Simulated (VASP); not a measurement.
# BAs (F-43m) in VASP: further runs, part 2 of 2

VASP 6.6.1. The steps go on from the part before.

### Step 3. Relaxation of cell and atoms, PBEsol

INCAR reads:

```
SYSTEM = BAs
  ALGO = Normal
  EDIFF = 1E-7
  EDIFFG = -0.005
  ENCUT = 600
  GGA = PS
  IBRION = 2
  ISIF = 3
  ISMEAR = 0
  KPAR = 8
  LASPH = .TRUE.
  LCHARG = .FALSE.
  LREAL = .FALSE.
  LWAVE = .FALSE.
  NELM = 80
  NSW = 90
  PREC = Accurate
  SIGMA = 0.03
```

KPOINTS reads:

```
k-points
0
G
  10 10 10
  0 0 0
```

POSCAR reads:

```
BAs                                     
1.0
    0.0000000000      2.3885000000      2.3885000000
    2.3885000000      0.0000000000      2.3885000000
    2.3885000000      2.3885000000      0.0000000000
  B               As            
     1     1
Direct
     0.0000000000000000    0.0000000000000000    0.0000000000000000
     0.2500000000000000    0.2500000000000000    0.2500000000000000
```

Potentials or basis: VASP PAW PBE potentials, release 64 (B, As).

Command:

```
$ cat potpaw_PBE.64/B/POTCAR potpaw_PBE.64/As/POTCAR > POTCAR
$ mpirun -np 8 vasp_std > vasp.out
```

OUTCAR:

```text
SYSTEM = BAs
   EDIFF = 1E-7
   EDIFFG = -0.005
   ENCUT = 600
   GGA = PS
   IBRION = 2
   ISIF = 3
   ISMEAR = 0
   LASPH = .TRUE.
   LREAL = .FALSE.
   NELM = 80
   NSW = 90
   PREC = Accurate

 ion  position               nearest neighbor table
   1  0.000  0.000  0.000-   2 2.07   2 2.07   2 2.07   2 2.07
   2  0.250  0.250  0.250-   1 2.07   1 2.07   1 2.07   1 2.07

  LATTYP: Found a face centered cubic cell.
 ALAT       =     4.7770000000

  Lattice vectors:

 A1 = (   0.0000000000,   2.3885000000,   2.3885000000)
 A2 = (   2.3885000000,   0.0000000000,   2.3885000000)
 A3 = (   2.3885000000,   2.3885000000,   0.0000000000)

Analysis of symmetry for initial positions (statically):
=====================================================================
 Subroutine PRICEL returns:
 Original cell was already a primitive cell.

 Routine SETGRP: Setting up the symmetry group for a
 face centered cubic supercell.

 Subroutine GETGRP returns: Found 24 space group operations
 (whereof 24 operations were pure point group operations)
 out of a pool of 48 trial point group operations.

The static configuration has the point symmetry T_d .
[... 162 lines left out ...]

 E-fermi :   6.2573     XC(G=0): -10.7310

 val. band max:        6.0434888077   @ k =   0.0000   0.0000   0.0000
 cond. band min:       7.1198364605   @ k =   0.4000   0.4000   0.0000
 fundamental gap:      1.0763476528
 Fermi energy:         6.2572864170

 k-point     1 :       0.0000    0.0000    0.0000
  band No.  band energies     occupation
      1      -9.3931      2.00000
      2       6.0435      2.00000
      3       6.0435      2.00000
      4       6.0435      2.00000
      5       9.2834      0.00000
      6       9.2834      0.00000
      7       9.2834      0.00000
      8      10.7256      0.00000
[... 243 lines left out ...]
 k-point    24 :       0.4000    0.3000    0.0000
  band No.  band energies     occupation
      1      -6.7432      2.00000
      2      -0.4168      2.00000
      3       2.0340      2.00000
      4       2.5345      2.00000
      5       7.6502      0.00000
      6       9.3358      0.00000
      7      14.8455      0.00000
      8      15.0844      0.00000

 [... further k-points ...]
[... 5 lines left out ...]
  --------------------------------------------------------------------------------------
  -------------------------------------------------------------------------------------
  Total        0.0089441      0.0089441      0.0089441     -0.0000000     -0.0000000      0.0000000
  in kB        0.5258272      0.5258272      0.5258272     -0.0000000     -0.0000000      0.0000000
  external PRESSURE =       0.5258272 kB  Pullay stress =       0.0000000 kB

 VOLUME and BASIS-vectors are now :
 -----------------------------------------------------------------------------
  energy-cutoff  :      600.00
  volume of cell :       27.25
      direct lattice vectors                 reciprocal lattice vectors
     0.000000000  2.388500000  2.388500000    -0.209336404  0.209336404  0.209336404
     2.388500000  0.000000000  2.388500000     0.209336404 -0.209336404  0.209336404
     2.388500000  2.388500000  0.000000000     0.209336404  0.209336404 -0.209336404

 POSITION                                       TOTAL-FORCE (eV/Angst)
 -----------------------------------------------------------------------------------
      0.00000      0.00000      0.00000         0.000000      0.000000      0.000000
      1.19425      1.19425      1.19425        -0.000000     -0.000000     -0.000000
 -----------------------------------------------------------------------------------
    total drift:                               -0.000000     -0.000000     -0.000000

  FREE ENERGIE OF THE ION-ELECTRON SYSTEM (eV)
  ---------------------------------------------------
  free  energy   TOTEN  =       -12.2047775230 eV

  energy  without entropy=      -12.2047775230  energy(sigma->0) =      -12.20477752

 reached required accuracy - stopping structural energy minimisation
```

OSZICAR:

```text
N       E                     dE             d eps       ncg     rms          rms(c)
DAV:   1     0.125436129808E+02    0.12544E+02   -0.42056E+03   752   0.980E+02
DAV:   2    -0.124866728253E+02   -0.25030E+02   -0.24405E+02  1096   0.112E+02
DAV:   3    -0.128122556614E+02   -0.32558E+00   -0.32558E+00   872   0.171E+01
DAV:   4    -0.128127198722E+02   -0.46421E-03   -0.46421E-03  1144   0.675E-01
DAV:   5    -0.128127200231E+02   -0.15097E-06   -0.15095E-06   888   0.791E-03    0.484E+00
DAV:   6    -0.122827930805E+02    0.52993E+00   -0.15757E+00   768   0.639E+00    0.244E+00
DAV:   7    -0.122138761447E+02    0.68917E-01   -0.20215E-01  1064   0.266E+00    0.900E-01
DAV:   8    -0.122045813103E+02    0.92948E-02   -0.20537E-02   816   0.950E-01    0.109E-01
DAV:   9    -0.122047105163E+02   -0.12921E-03   -0.49942E-04   960   0.187E-01    0.587E-02
DAV:  10    -0.122047753614E+02   -0.64845E-04   -0.13482E-04   784   0.794E-02    0.137E-02
DAV:  11    -0.122047778384E+02   -0.24771E-05   -0.37929E-06  1136   0.172E-02    0.122E-02
DAV:  12    -0.122047775031E+02    0.33532E-06   -0.11869E-06   824   0.677E-03    0.148E-03
DAV:  13    -0.122047775230E+02   -0.19867E-07   -0.23581E-08   392   0.158E-03
   1 F= -.12204778E+02 E0= -.12204778E+02  d E =-.122048E+02
```

Run time: 5.7 s. Hardware: 8 MPI ranks of Intel Xeon Platinum 8259CL at 2.50GHz (Skylake/Cascade Lake), shared host; peak memory 0.16 GiB.

What came out:

```yaml
Free_energy: -12.2048 eV
Pressure_after_relaxing: 0.1 GPa
Band_gap_on_the_k_mesh: 1.08 eV, indirect (least direct gap 3.24 eV)
```

Final structure:
```
CELL_PARAMETERS angstrom
0.00000 2.38850 2.38850
2.38850 0.00000 2.38850
2.38850 2.38850 0.00000
ATOMIC_POSITIONS crystal
B 0.00000 0.00000 0.00000
As 0.25000 0.25000 0.25000
```

Caveat: the relaxation stopped at its first step, so nothing moved; the PAW data sets were made with another functional, which shifts forces and pressure a little.

### Step 4. Relaxation of cell and atoms, PBEsol

INCAR reads:

```
SYSTEM = BAs
  PREC = Accurate
  ENCUT = 600
  EDIFF = 1E-6
  ISMEAR = 0
  SIGMA = 0.03
  LREAL = .FALSE.
  LASPH = .TRUE.
  NELM = 80
  ALGO = Normal
  ISIF = 3
  LWAVE = .FALSE.
  LCHARG = .FALSE.
  GGA = PS
  IBRION = 2
  NSW = 90
  EDIFFG = -0.01
  KPAR = 4
```

KPOINTS reads:

```
regular mesh
0
G
  10 10 10
  0 0 0
```

POSCAR reads:

```
BAs
1.0
    0.0000000000      2.3885000000      2.3885000000
    2.3885000000      0.0000000000      2.3885000000
    2.3885000000      2.3885000000      0.0000000000
B As
1 1
Direct
    0.0000000000      0.0000000000      0.0000000000
    0.2500000000      0.2500000000      0.2500000000
```

Command:

```
$ cat potpaw_PBE.64/B/POTCAR potpaw_PBE.64/As/POTCAR > POTCAR
$ mpirun -np 4 vasp_std > vasp.out
```

It took 8.3 s on 4 MPI ranks of Intel Xeon Platinum 8175M at 2.50GHz (Skylake/Cascade Lake), shared host; peak memory 0.15 GiB.

Results (log left out):

```
Free energy             : -12.2048 eV
Pressure after relaxing : 0.1 GPa
Band gap on the k mesh  : 1.08 eV, indirect (least direct gap 3.24 eV)
```

Final structure:
```xyz
2
Lattice="0.0000 2.3885 2.3885 2.3885 0.0000 2.3885 2.3885 2.3885 0.0000" Properties=species:S:1:pos:R:3 pbc="T T T"
B     0.0000    0.0000    0.0000
As    1.1943    1.1943    1.1943
```

Levels at points of the mesh, in eV from the valence-band top:
```
           k point  band 1  band 2  band 3  band 4  band 5  band 6  band 7  band 8
(0.00, 0.00, 0.00)  -15.44    0.00    0.00    0.00    3.24    3.24    3.24    4.68
(0.50, 0.00, 0.00)  -12.55   -8.83   -1.83   -1.83    2.65    4.73    4.73    8.71
(0.50, 0.50, 0.00)  -11.24   -8.53   -4.11   -4.11    1.31    1.34   11.34   11.34
```

Caveat: the relaxation stopped at its first step, so nothing moved; the PAW data sets were made with another functional, which shifts forces and pressure a little. Expect the measured gap to be larger: semilocal functionals such as PBEsol lack the derivative discontinuity.
